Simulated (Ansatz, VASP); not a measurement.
# BN: VASP beside Ansatz

```
CELL_PARAMETERS angstrom
4.38950 0.00000 0.00000
0.00000 4.38950 0.00000
0.00000 0.00000 2.70210
ATOMIC_POSITIONS crystal
B 0.17428 0.82572 0.50000
B 0.32572 0.32572 0.00000
B 0.67428 0.67428 0.00000
B 0.82572 0.17428 0.50000
N 0.81261 0.81261 0.50000
N 0.31261 0.68739 0.00000
N 0.68739 0.31261 0.00000
N 0.18739 0.18739 0.50000
```

Alike in both runs: task single point; functional PBE; k mesh 6 × 6 × 10; occupations gaussian, width 0.05 eV; no spin polarisation.

|  | VASP | Ansatz |
| --- | --- | --- |
| version | VASP 6.6.1 | Ansatz 0.2.0 |
| potentials or method | VASP PAW PBE potentials, release 64 (B, N) | scalar-relativistic, plane waves, PAW |
| plane-wave cutoff (eV) | 520 | 520 |
| valence electrons in the cell | 32 | 32 |

```tsv
	VASP	Ansatz	Ansatz less VASP
gap on the k mesh at the Fermi level (eV)	4.75	4.76	+0.011
least direct gap on the mesh (eV)	5.20	5.21	+0.003
pressure (GPa)	-14.2	-14.4	-0.22
largest component of the traceless stress (GPa)	32.73	32.55	-0.175
rms of the force components (eV/Å)	0.174	0.166	-0.0087
```

Atom by atom the forces differ by 0.011 eV/Å (rms over components).

A k mesh can miss the band edges. Expect the measured gap to be larger: semilocal functionals such as PBE lack the derivative discontinuity.
